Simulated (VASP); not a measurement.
## WS2: relaxation of cell and atoms with r2SCAN

Sheet: WS2, a sheet with vacuum.

```
S W
1.0
     3.17000    0.00000    0.00000
    -1.58500    2.74530    0.00000
     0.00000    0.00000   19.14000
S W
2 1
Cartesian
  1.5850 0.9151 8.0000
  1.5850 0.9151 11.1400
  0.0000 1.8302 9.5700
```

The cell was built by a generator and needn't be a form met in nature.

| Quantity | Value |
| --- | --- |
| Program | VASP 6.6.1 |
| Task | relaxation of cell and atoms |
| Functional | r2SCAN |
| Potentials or basis | VASP PAW PBE potentials, release 64 (S, W_sv) |
| Cutoff | 600 eV |
| k mesh | 12 × 12 × 1 |
| Occupations | gaussian, width 0.03 eV |
| Spin | no spin polarisation |
| Dipole correction | no |
| Further INCAR settings | ALGO = Normal; EDIFF = 1e-07; IBRION = 2; EDIFFG = -0.005; NSW = 40; ISIF = 3 |

* Relaxed volume: 55.98 Å³/atom
* Relaxed cell: a = 3.183 Å, b = 3.183 Å, c = 19.140 Å, α = 90.00°, β = 90.00°, γ = 120.00°
* Space group after relaxing (to 0.05 Å): P-6m2 (No. 187)
* Energy gained by relaxing: 0.9 meV/atom
* Ionic steps: 5
* Band gap on the k mesh: 1.90 eV, indirect (least direct gap 1.92 eV)

Step by step:
```tsv
step	energy change (eV)	largest force (eV/Å)	pressure (GPa)	volume (Å³)
1	0.0000	0.1268	0.06	166.57
2	-0.0020	0.1063	-0.23	168.16
3	-0.0020	0.1084	-0.20	168.01
4	-0.0024	0.0557	0.10	167.90
5	-0.0026	0.0008	0.00	167.94
```

Final structure:
```xyz
3
Lattice="3.1830 0.0000 0.0000 -1.5915 2.7566 0.0000 0.0000 0.0000 19.1400" Properties=species:S:1:pos:R:3 pbc="T T T"
S     1.5915    0.9189    8.0106
S     1.5915    0.9189   11.1294
W     0.0000    1.8377    9.5700
```

Levels at points of the mesh, in eV from the valence-band top:
| k point | band 11 | band 12 | band 13 | band 14 | band 15 | band 16 |
| --- | --- | --- | --- | --- | --- | --- |
| (0.00, 0.00, 0.00) | -1.79 | -1.79 | 0.00 | 3.07 | 3.07 | 3.22 |
| (0.50, 0.00, 0.00) | -2.27 | -1.44 | -0.99 | 2.99 | 3.46 | 4.41 |

It took 19 min on 2 MPI ranks on Intel(R) Xeon(R) Platinum 8488C (Sapphire Rapids), with other jobs on the host, peak memory 0.46 GiB a rank.

Caveat: the PAW data sets were made with another functional, which shifts forces and pressure a little; spin-orbit coupling is left out, which moves the levels of the heavy elements. r2SCAN opens gaps a little over a GGA but as a rule still falls short of measured ones.
